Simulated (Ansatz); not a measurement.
# Ge: the cost of one run

Computed with Ansatz 0.2.0 (DFT PBE, scalar-relativistic, plane waves, PAW, unless a step's input says otherwise).

14 further runs of the same task are left out: 14 set aside as unsound or not needed.

## (1) Starting point

The structure is cubic, space group Fd-3m (No. 227). Conventional cell: a = 5.761 Å, b = 5.761 Å, c = 5.761 Å, α = 90.00°, β = 90.00°, γ = 90.00°. Ge (site symmetry -43m) is surrounded by 4 Ge at 2.49 Å.

Coordinates:

```cif
data_structure
_symmetry_space_group_name_H-M 'Fd-3m:1'
_symmetry_Int_Tables_number 227
_cell_length_a 5.7611
_cell_length_b 5.7611
_cell_length_c 5.7611
_cell_angle_alpha 90.000
_cell_angle_beta 90.000
_cell_angle_gamma 90.000
_cell_volume 191.21
loop_
_atom_site_label
_atom_site_type_symbol
_atom_site_symmetry_multiplicity
_atom_site_Wyckoff_symbol
_atom_site_fract_x
_atom_site_fract_y
_atom_site_fract_z
_atom_site_occupancy
Ge1 Ge 8 a 0.50000 0.00000 0.50000 1
```

It is the result of an earlier relaxation at this level (volume 23.90 Å³/atom; gap on the mesh: none (metal)).

## (2) The scan

The energy is mapped over two homogeneous strains (x along [1 0 0], y along [0 1 0], z along [0 0 1] of the conventional cell).

- engineering shear strain xy: 9 values from −8 to 8 %
- normal strain along z: 9 values from −4 to 4 %

Nothing else is relaxed (fractional coordinates fixed). Energies count from the relaxed crystal. Points are written as (first, second).

## (3) Point (0 %, −2 %)

File input.yaml:

```yaml
crystal:
  lattice:
    - [0.0, 2.8805347716, 2.8229240762]
    - [2.8805347716, 0.0, 2.8229240762]
    - [2.8805347716, 2.8805347716, 0.0]
  atoms:
    - { symbol: Ge, position: [0.5, 0.5, 0.5] }
    - { symbol: Ge, position: [0.75, 0.75, 0.75] }
basis:
  ecutwfc: 420
kpoints:
  mp_grid: { grid: [14, 14, 14] }
hamiltonian:
  xc: pbe
scf:
  occupations: { method: gaussian, width: 0.15 }
output:
  forces: true
  stress: true
  eigenvalues: true
```

Run with:

```sh
> ansatz run input.yaml --threads 1 --pin off --max-ram 2048MiB --backend cpu --events-out ev --progress --plain --runs-dir out
```

**Question.** How long does this run take on 1 thread of Intel Xeon 6975P-C (Granite Rapids), shared host, and how much memory does it need?

About 6.2 s, with a peak of 0.48 GiB.
